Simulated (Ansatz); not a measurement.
# CoSi: the cost of one run

Program: Ansatz 0.2.0. Level of theory: DFT PBEsol, scalar-relativistic, plane waves, PAW. These are calculated values, not measurements.

The COD entry's cell or inner coordinates are ideal or old and differ from later refinements, so a difference from it is no clean test against experiment.

1 further run of the same task is left out (set aside as unsound or not needed). Runs told in other sessions of the task aren't counted.

## (1) The starting structure

The structure is cubic, space group P2_13 (No. 198). Conventional cell: a = 4.386 Å, b = 4.386 Å, c = 4.386 Å, α = 90.00°, β = 90.00°, γ = 90.00°. Co (site symmetry 3) has 7 Si at 2.30 to 2.40 Å in its first shell of neighbours. Around Si (site symmetry 3) lie 7 Co at 2.30 to 2.40 Å.

As a file:

```cif
data_structure
_symmetry_space_group_name_H-M 'P2_13'
_symmetry_Int_Tables_number 198
_cell_length_a 4.3858
_cell_length_b 4.3858
_cell_length_c 4.3858
_cell_angle_alpha 90.000
_cell_angle_beta 90.000
_cell_angle_gamma 90.000
_cell_volume 84.36
loop_
_atom_site_label
_atom_site_type_symbol
_atom_site_symmetry_multiplicity
_atom_site_Wyckoff_symbol
_atom_site_fract_x
_atom_site_fract_y
_atom_site_fract_z
_atom_site_occupancy
Co1 Co 4 a 0.14564 0.14564 0.14564 1
Si1 Si 4 a 0.84333 0.84333 0.84333 1
```

It is the result of an earlier relaxation at this level (volume 10.55 Å³/atom; gap on the mesh: none (metal)).

## (2) The reference cell

Reference values: F = -22863.7813 eV; pressure -0.01 GPa; largest force 0.005 eV/Å; gap on the mesh none (metal). It was computed beforehand with the settings of the runs below.

## (3) Setting up freezing in a mode

Mode 4 of the phonon run on this cell, counted from the lowest, is frozen in: each atom moves by x times its row below, so x is the largest displacement.

```
atom      ux      uy      uz
 Co1   0.577   0.577   0.577
 Co2  -0.577  -0.577   0.577
 Co3   0.577  -0.577  -0.577
 Co4  -0.577   0.577  -0.577
 Si5   0.043   0.043   0.043
 Si6  -0.043  -0.043   0.043
 Si7   0.043  -0.043  -0.043
 Si8  -0.043   0.043  -0.043
```

## (4) At x = -0.120 Å

File input.yaml:

```yaml
crystal:
  lattice:
    - [4.3858255181, 0.0, 0.0]
    - [0.0, 4.3858255181, 0.0]
    - [0.0, 0.0, 4.3858255181]
  atoms:
    - { symbol: Co, position: [0.129847871, 0.129847871, 0.129847871] }
    - { symbol: Co, position: [0.370152129, 0.870152129, 0.629847871] }
    - { symbol: Co, position: [0.629847871, 0.370152129, 0.870152129] }
    - { symbol: Co, position: [0.870152129, 0.629847871, 0.370152129] }
    - { symbol: Si, position: [0.8421547527, 0.8421547527, 0.8421547527] }
    - { symbol: Si, position: [0.6578452473, 0.1578452473, 0.3421547527] }
    - { symbol: Si, position: [0.3421547527, 0.6578452473, 0.1578452473] }
    - { symbol: Si, position: [0.1578452473, 0.3421547527, 0.6578452473] }
basis:
  ecutwfc: 420
kpoints:
  mp_grid: { grid: [10, 10, 10] }
hamiltonian:
  xc: pbesol
scf:
  occupations: { method: gaussian, width: 0.15 }
output:
  forces: true
  stress: true
  eigenvalues: true
```

Run with:

```
ansatz run input.yaml --threads 2 --pin off --max-ram 5120MiB --backend cpu --events-out ev --progress --plain --runs-dir out
```

Q: Estimate wall time and peak memory on 2 threads of Arm Neoverse V2, shared host.

About 18 s, with a peak of 0.48 GiB.
